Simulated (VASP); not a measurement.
# TiTe2 in VASP: further runs

Runs on TiTe2. Level: PBE+D3(BJ). Tasks: single point, relaxation of the atoms.

Everything below comes from runs of VASP 6.6.1. Logs are shortened: lines on timing, memory, paths and dates and some standing lists are left out, and cuts for length are marked.

## Step 1: The slab as given

The cell holds a slab with vacuum, 9 atoms: a = 3.702 Å, b = 3.702 Å, c = 31.148 Å, α = 90.00°, β = 90.00°, γ = 120.00°.

## Step 2: Single point, PBE+D3(BJ)

INCAR reads:

```
SYSTEM = TiTe2
  PREC = Accurate
  ENCUT = 520
  EDIFF = 1E-6
  ISMEAR = 1
  SIGMA = 0.1
  LREAL = .False.
  LASPH = .True.
  NELM = 80
  ALGO = Normal
  ISIF = 2
  LWAVE = .False.
  LCHARG = .False.
  LDIPOL = .True.
  IDIPOL = 3
  DIPOL = 0.5 0.5 0.500
  GGA = PE
  IVDW = 12
  NBANDS = 46
  LVHAR = .True.
  LVACPOTAV = .True.
  ICORELEVEL = 1
  KPAR = 4
```

KPOINTS reads:

```
regular mesh
0
Gamma
  12 12 1
  0 0 0
```

POSCAR reads:

```
TiTe2
1.0
    3.7019332300      0.0000000000      0.0000000000
   -1.8509673800      3.2059686700      0.0000000000
    0.0000000000      0.0000000000     31.1480678500
Te Ti
6 3
Direct
    0.3333330000      0.6666660000      0.2407854000
    0.6666670000      0.3333340000      0.3516774700
    0.3333330000      0.6666660000      0.4445539600
    0.6666670000      0.3333340000      0.5554460400
    0.3333330000      0.6666660000      0.6483225300
    0.6666670000      0.3333340000      0.7592146000
    0.0000000000      0.0000000000      0.2962314400
    0.0000000000      0.0000000000      0.5000000000
    0.0000000000      0.0000000000      0.7037685600
```

Potentials or basis: VASP PAW PBE potentials, release 64 (Te, Ti_sv).

Launch:

```console
$ cat potpaw_PBE.64/Te/POTCAR potpaw_PBE.64/Ti_sv/POTCAR > POTCAR
$ mpirun -np 4 vasp_std > vasp.out
```

OUTCAR:

```text
SYSTEM = TiTe2
   PREC = Accurate
   ENCUT = 520
   EDIFF = 1E-6
   ISMEAR = 1
   LREAL = .False.
   LASPH = .True.
   NELM = 80
   ISIF = 2
   GGA = PE
   IVDW = 12
 IVDW          = 12

 ion  position               nearest neighbor table
   1  0.333  0.667  0.241-   7 2.75   7 2.75   7 2.75
   2  0.667  0.333  0.352-   7 2.75   7 2.75   7 2.75   3 3.60   3 3.60   3 3.60
   3  0.333  0.667  0.445-   8 2.75   8 2.75   8 2.75   2 3.60   2 3.60   2 3.60
   4  0.667  0.333  0.555-   8 2.75   8 2.75   8 2.75   5 3.60   5 3.60   5 3.60
   5  0.333  0.667  0.648-   9 2.75   9 2.75   9 2.75   4 3.60   4 3.60   4 3.60
   6  0.667  0.333  0.759-   9 2.75   9 2.75   9 2.75
   7  0.000  0.000  0.296-   2 2.75   1 2.75   2 2.75   1 2.75   2 2.75   1 2.75
   8  0.000  0.000  0.500-   3 2.75   4 2.75   4 2.75   3 2.75   3 2.75   4 2.75
   9  0.000  0.000  0.704-   5 2.75   6 2.75   5 2.75   6 2.75   5 2.75   6 2.75

  LATTYP: Found a hexagonal cell.
 ALAT       =     3.7019332300
 C/A-ratio  =     8.4140004465

  Lattice vectors:

 A1 = (   3.7019332300,   0.0000000000,   0.0000000000)
 A2 = (  -1.8509673800,   3.2059686700,   0.0000000000)
 A3 = (   0.0000000000,   0.0000000000,  31.1480678500)

Analysis of symmetry for initial positions (statically):
=====================================================================
 Subroutine PRICEL returns:
 Original cell was already a primitive cell.

 Routine SETGRP: Setting up the symmetry group for a
 hexagonal supercell.

 Subroutine GETGRP returns: Found 12 space group operations
 (whereof 12 operations were pure point group operations)
 out of a pool of 24 trial point group operations.

The static configuration has the point symmetry D_3d.

Analysis of symmetry for dynamics (positions and initial velocities):
=====================================================================
 Subroutine PRICEL returns:
 Original cell was already a primitive cell.

 Routine SETGRP: Setting up the symmetry group for a
 hexagonal supercell.

 Subroutine GETGRP returns: Found 12 space group operations
 (whereof 12 operations were pure point group operations)
 out of a pool of 24 trial point group operations.

The dynamic configuration has the point symmetry D_3d.

 Subroutine INISYM returns: Found 12 space group operations
 (whereof 12 operations are pure point group operations),
 and found     1 'primitive' translations

----------------------------------------------------------------------------------------

                                     Primitive cell

  volume of cell :     369.6741

  direct lattice vectors                    reciprocal lattice vectors
     3.701933230  0.000000000  0.000000000     0.270129129  0.155959168  0.000000000
    -1.850967380  3.205968670  0.000000000     0.000000000  0.311918207  0.000000000
     0.000000000  0.000000000 31.148067850     0.000000000  0.000000000  0.032104720

  length of vectors
     3.701933230  3.701934002 31.148067850     0.311918272  0.311918207  0.032104720

  position of ions in fractional coordinates (direct lattice)
     0.333333000  0.666666000  0.240785400
     0.666667000  0.333334000  0.351677470
     0.333333000  0.666666000  0.444553960
     0.666667000  0.333334000  0.555446040
     0.333333000  0.666666000  0.648322530
     0.666667000  0.333334000  0.759214600
     0.000000000  0.000000000  0.296231440
     0.000000000  0.000000000  0.500000000
     0.000000000  0.000000000  0.703768560

  ion indices of the primitive-cell ions
   primitive index   ion index
                 1           1
                 2           2
                 3           3
                 4           4
                 5           5
                 6           6
                 7           7
                 8           8
                 9           9

----------------------------------------------------------------------------------------

[... 28 lines left out ...]
  0.166667  0.000000  0.000000      6.000000
  0.250000  0.000000  0.000000      6.000000
  0.333333  0.000000  0.000000      6.000000
  0.416667  0.000000  0.000000      6.000000
[... 11 lines left out ...]
  0.333333  0.250000  0.000000     12.000000
  0.333333  0.333333  0.000000      2.000000
   k-points           NKPTS =     19   k-points in BZ     NKDIM =     19   number of bands    NBANDS=     46
   number of dos      NEDOS =    301   number of ions     NIONS =      9
   total plane-waves  NPLWV = 188160
   dimension x,y,z NGX =    28 NGY =   28 NGZ =  240
   dimension x,y,z NGXF=    56 NGYF=   56 NGZF=  480
   ions per type =               6   3
   NGX,Y,Z   is equivalent  to a cutoff of  12.57, 12.57, 12.81 a.u.
   NGXF,Y,Z  is equivalent  to a cutoff of  25.15, 25.15, 25.62 a.u.
 SYSTEM =  TiTe2
   PREC   = accura    normal or accurate (medium, high low for compatibility)
   ISTART =      0    job   : 0-new  1-cont  2-samecut
   ICHARG =      2    charge: 1-file 2-atom 10-const
   ISPIN  =      1    spin polarized calculation?
   LNONCOLLINEAR =      F non collinear calculations
   LSORBIT =      F    spin-orbit coupling
   LASPH  =      T    aspherical Exc in radial PAW
   ENCUT  =  520.0 eV  38.22 Ry    6.18 a.u.   6.88  6.88 57.91*2*pi/ulx,y,z
   NELM   =     80;   NELMIN=  2; NELMDL= -5     # of ELM steps
   EDIFF  = 0.1E-05   stopping-criterion for ELM
   LREAL  =      F    real-space projection
   EDIFFG = 0.1E-04   stopping-criterion for IOM
   NSW    =      0    number of steps for IOM
   IBRION =     -1    ionic relax: 0-MD 1-quasi-New 2-CG
   NFREE  =      0    steps in history (QN), initial steepest desc. (CG)
   ISIF   =      2    stress and relaxation
   ISYM   =      2    0-nonsym 1-usesym 2-fastsym
   POTIM  = 0.5000    time-step for ionic-motion
   TEBEG  =    0.0;   TEEND  =   0.0 temperature during run
   PSTRESS=    0.0 pullay stress
   NELECT =      72.0000    total number of electrons
   NUPDOWN=      -1.0000    fix difference up-down
   EMIN   =  10.00;   EMAX   =-10.00  energy-range for DOS
   EFERMI =   0.00;   METHOD = LEGACY
   ISMEAR =     1;   SIGMA  =   0.10  broadening in eV -4-tet -1-fermi 0-gaus
   EFERMI_NEDOS =   21; number of points for ismear=-14 and -15
   IALGO  =     38    algorithm
   IMIX   =      4    mixing-type and parameters
     AMIX     =   0.40;   BMIX     =  1.00
     AMIX_MAG =   1.60;   BMIX_MAG =  1.00
  volume/ion in A,a.u.               =      41.07       277.19
  Fermi-wavevector in a.u.,A,eV,Ry     =   0.948956  1.793267 12.252280  0.900517
  Thomas-Fermi vector in A             =   2.077193
   LORBIT       =      0    0 simple, 1 ext, 2 COOP (PROOUT), +10 PAW based schemes
   GGA     = PE    functional components
   LHFCALC =     F    Hartree Fock is set to
   AEXX    =    0.0000 exact exchange contribution
   IVDW    =    12    specifies the selected vdW correction
   LEPSILON=     F    determine dielectric tensor
   LRPA    =     F    only Hartree local field effects (RPA)
 non-spin polarized calculation
 Methfessel and Paxton  Order N= 1 SIGMA  =   0.10
  energy-cutoff  :      520.00
  volume of cell :      369.67
 maximum number of plane-waves:      9993
 NGX is ok and might be reduce to    28
   NGX = 13   NGY = 13   NGZ =115

 dipolmoment           0.000000      0.000000     -0.000000 electrons x Angstroem

 number of electron      72.0000014 magnetization

 dipolmoment           0.000000      0.000000      0.000000 electrons x Angstroem

 Free energy of the ion-electron system (eV)
  ---------------------------------------------------
  ext. energy  EPLUGINS =         0.00000000
  ---------------------------------------------------
  free energy    TOTEN  =       -48.42714015 eV

  energy without entropy =      -48.42776911  energy(sigma->0) =      -48.42734981

 the core state eigenenergies are
   1-  1s -31612.7964  2s  -4840.3788  2p  -4343.7740  3s   -956.6121  3p   -795.2698
       3d   -551.5179  4s   -156.1497  4p   -106.1926  4d    -33.5271
   2-  1s -31612.9764  2s  -4840.5584  2p  -4343.9534  3s   -956.7968  3p   -795.4545
       3d   -551.7018  4s   -156.3433  4p   -106.3872  4d    -33.7245
   3-  1s -31613.0256  2s  -4840.6064  2p  -4344.0016  3s   -956.8437  3p   -795.5014
       3d   -551.7488  4s   -156.3885  4p   -106.4322  4d    -33.7689
   4-  1s -31613.0256  2s  -4840.6064  2p  -4344.0016  3s   -956.8437  3p   -795.5014
       3d   -551.7488  4s   -156.3885  4p   -106.4322  4d    -33.7689
   5-  1s -31612.9764  2s  -4840.5584  2p  -4343.9534  3s   -956.7968  3p   -795.4545
       3d   -551.7018  4s   -156.3433  4p   -106.3872  4d    -33.7245
   6-  1s -31612.7964  2s  -4840.3788  2p  -4343.7740  3s   -956.6121  3p   -795.2698
       3d   -551.5179  4s   -156.1497  4p   -106.1926  4d    -33.5271
   7-  1s  -4860.7066  2s   -529.2075  2p   -436.5081
   8-  1s  -4860.7501  2s   -529.2379  2p   -436.5399
   9-  1s  -4860.7066  2s   -529.2075  2p   -436.5081

 E-fermi :   2.7596     XC(G=0):  -6.6374

 val. band max:        2.7528891036   @ k =   0.4167   0.0000   0.0000
 cond. band min:       2.7884278537   @ k =   0.3333   0.0000   0.0000
 fundamental gap:      0.0355387501
 Fermi energy:         2.7595533137

 k-point     1 :       0.0000    0.0000    0.0000
  band No.  band energies     occupation
      1     -54.6549      2.00000
      2     -54.6171      2.00000
      3     -54.6171      2.00000
      4     -30.9171      2.00000
      5     -30.9171      2.00000
      6     -30.8886      2.00000
[... 920 lines left out ...]
     45       4.2199     -0.00000
     46       4.9937      0.00000

------------------------ aborting loop because EDIFF is reached ----------------------------------------

 Edisp (eV)   -4.20150

 E8    (eV) :    -1.9818

  FORCE on cell =-STRESS in cart. coord.  units (eV):
  Direction    XX          YY          ZZ          XY          YZ          ZX
  --------------------------------------------------------------------------------------
  -------------------------------------------------------------------------------------
  Total       0.01248     0.01248     1.41493    -0.00000     0.00000    -0.00000
  in kB       0.05410     0.05410     6.13234    -0.00000     0.00000    -0.00000
  external pressure =        2.08 kB  Pullay stress =        0.00 kB

 VOLUME and BASIS-vectors are now :
 -----------------------------------------------------------------------------
  energy-cutoff  :      520.00
  volume of cell :      369.67
      direct lattice vectors                 reciprocal lattice vectors
     3.701933230  0.000000000  0.000000000     0.270129129  0.155959168  0.000000000
    -1.850967380  3.205968670  0.000000000     0.000000000  0.311918207  0.000000000
     0.000000000  0.000000000 31.148067850     0.000000000  0.000000000  0.032104720

 POSITION                                       TOTAL-FORCE (eV/Angst)
 -----------------------------------------------------------------------------------
     -0.00000      2.13731      7.50000         0.000000     -0.000000     -0.242371
      1.85097      1.06866     10.95407        -0.000000     -0.000000      0.007246
     -0.00000      2.13731     13.84700        -0.000000     -0.000000     -0.007191
      1.85097      1.06866     17.30107         0.000000      0.000000      0.007191
     -0.00000      2.13731     20.19399         0.000000      0.000000     -0.007246
      1.85097      1.06866     23.64807         0.000000      0.000000      0.242371
      0.00000      0.00000      9.22704         0.000000      0.000000      0.187537
      0.00000      0.00000     15.57403         0.000000      0.000000      0.000000
      0.00000      0.00000     21.92103         0.000000      0.000000     -0.187537
 -----------------------------------------------------------------------------------
    total drift:                                0.000000      0.000000      0.000000

  FREE ENERGIE OF THE ION-ELECTRON SYSTEM (eV)
  ---------------------------------------------------
  free  energy   TOTEN  =       -52.6286433148 eV

  energy  without entropy=      -52.6292722761  energy(sigma->0) =      -52.62885297

 vacuum level on the upper side and lower side of the slab         7.604         7.604
```

Run time: 3.5 min. Hardware: 4 MPI ranks of Intel Xeon Platinum 8559C (Emerald Rapids), shared host; peak memory 0.58 GiB.

Results:

```yaml
Free_energy: -52.6286 eV
Largest_force: 0.242 eV/Å
Band_gap_on_the_k_mesh: none (metal or under the smearing width)
Dispersion_energy_per_atom: -0.467 eV
Work_function_of_the_upper_face: 4.84 eV
Work_function_of_the_lower_face: 4.84 eV
```

Forces on the atoms (eV/Å):
```
Te   0.000  0.000 -0.242
Te   0.000  0.000  0.007
Te   0.000  0.000 -0.007
Te   0.000  0.000  0.007
Te   0.000  0.000 -0.007
Te   0.000  0.000  0.242
Ti   0.000  0.000  0.188
Ti   0.000  0.000  0.000
Ti   0.000  0.000 -0.188
```

Levels at points of the mesh, in eV from the Fermi level:
```csv
k point,band 32,band 33,band 34,band 35,band 36,band 37,band 38,band 39,band 40,band 41
"(0.00, 0.00, 0.00)",0.40,0.40,0.46,0.46,0.46,0.46,0.91,0.91,1.00,1.08
"(0.50, 0.00, 0.00)",-1.74,-1.18,-1.02,-0.69,-0.51,-0.30,-0.10,-0.05,1.24,1.29
```

Core levels (eV, on the scale of the bands):
```tsv
atom	levels
1 Te	1s -31612.8, 2s -4840.4, 2p -4343.8, 3s -956.6, 3p -795.3, 3d -551.5, 4s -156.1, 4p -106.2, 4d -33.5
2 Te	1s -31613.0, 2s -4840.6, 2p -4344.0, 3s -956.8, 3p -795.5, 3d -551.7, 4s -156.3, 4p -106.4, 4d -33.7
3 Te	1s -31613.0, 2s -4840.6, 2p -4344.0, 3s -956.8, 3p -795.5, 3d -551.7, 4s -156.4, 4p -106.4, 4d -33.8
4 Te	1s -31613.0, 2s -4840.6, 2p -4344.0, 3s -956.8, 3p -795.5, 3d -551.7, 4s -156.4, 4p -106.4, 4d -33.8
5 Te	1s -31613.0, 2s -4840.6, 2p -4344.0, 3s -956.8, 3p -795.5, 3d -551.7, 4s -156.3, 4p -106.4, 4d -33.7
6 Te	1s -31612.8, 2s -4840.4, 2p -4343.8, 3s -956.6, 3p -795.3, 3d -551.5, 4s -156.1, 4p -106.2, 4d -33.5
```

The run has no spin-orbit coupling, so splittings on Te are missing.

## Step 3: Relaxation of the atoms, PBE+D3(BJ)

INCAR reads:

```
SYSTEM = TiTe2
PREC = Accurate
ENCUT = 520
EDIFF = 1E-6
ISMEAR = 1
SIGMA = 0.1
LREAL = .False.
LASPH = .True.
NELM = 80
ALGO = Normal
ISIF = 2
LWAVE = .False.
LCHARG = .False.
LDIPOL = .True.
IDIPOL = 3
DIPOL = 0.5 0.5 0.500
GGA = PE
IVDW = 12
IBRION = 2
NSW = 80
EDIFFG = -0.02
KPAR = 4
```

KPOINTS is that of step 2.

POSCAR is that of step 2.

Potentials or basis: VASP PAW PBE potentials, release 64 (Te, Ti_sv).

Launch:

```console
$ cat potpaw_PBE.64/Te/POTCAR potpaw_PBE.64/Ti_sv/POTCAR > POTCAR
$ mpirun -np 4 vasp_std > vasp.out
```

Run time: 15 min. Hardware: 4 MPI ranks of Intel Xeon Platinum 8559C (Emerald Rapids), shared host; peak memory 0.64 GiB.

Results (log left out):

```yaml
Free_energy: -52.6396 eV
Energy_gained_by_relaxing: 1.2 meV/atom
Ionic_steps: 15
Largest_force_after_relaxing: 0.019 eV/Å
Band_gap_on_the_k_mesh: none (metal or under the smearing width)
Dispersion_energy_per_atom: -0.462 eV
```

Forces on the atoms (eV/Å):
```
Te   0.000  0.000  0.006
Te   0.000  0.000  0.003
Te   0.000  0.000  0.019
Te   0.000  0.000 -0.019
Te   0.000  0.000 -0.003
Te   0.000  0.000 -0.006
Ti   0.000  0.000 -0.010
Ti   0.000  0.000  0.000
Ti   0.000  0.000  0.010
```

The path:
```tsv
step	energy change (eV)	largest force (eV/Å)	pressure (GPa)
1	0.0000	0.2424	0.21
2	-0.0059	0.1022	0.10
3	-0.0065	0.0572	0.04
4	-0.0070	0.0353	0.00
5	-0.0072	0.0440	-0.05
6	-0.0072	0.0288	-0.04
7	-0.0073	0.0284	-0.04
8	-0.0078	0.0255	-0.04
9	-0.0084	0.0401	-0.04
10	-0.0089	0.0923	-0.04
11	-0.0090	0.0899	-0.04
12	-0.0093	0.0828	-0.05
13	-0.0098	0.0686	-0.07
14	-0.0105	0.0397	-0.13
15	-0.0110	0.0187	-0.21
```

Final structure:
```xyz
9
Lattice="3.7019 0.0000 0.0000 -1.8510 3.2060 0.0000 0.0000 0.0000 31.1481" Properties=species:S:1:pos:R:3 pbc="T T T"
Te    0.0000    2.1373    7.4013
Te    1.8510    1.0687   10.8890
Te    0.0000    2.1373   13.8386
Te    1.8510    1.0687   17.3094
Te    0.0000    2.1373   20.2591
Te    1.8510    1.0687   23.7467
Ti    0.0000    0.0000    9.1628
Ti    0.0000    0.0000   15.5740
Ti    0.0000    0.0000   21.9852
```

Levels at points of the mesh, in eV from the Fermi level:
```
           k point  band 33  band 34  band 35  band 36  band 37  band 38  band 39  band 40
(0.00, 0.00, 0.00)     0.41     0.47     0.47     0.47     0.47     0.95     0.96     0.96
(0.50, 0.00, 0.00)    -1.22    -0.95    -0.64    -0.49    -0.30    -0.11    -0.05     1.24
```

The run has no spin-orbit coupling, so splittings on Te are missing.

(Continued in part 2 of 2.)
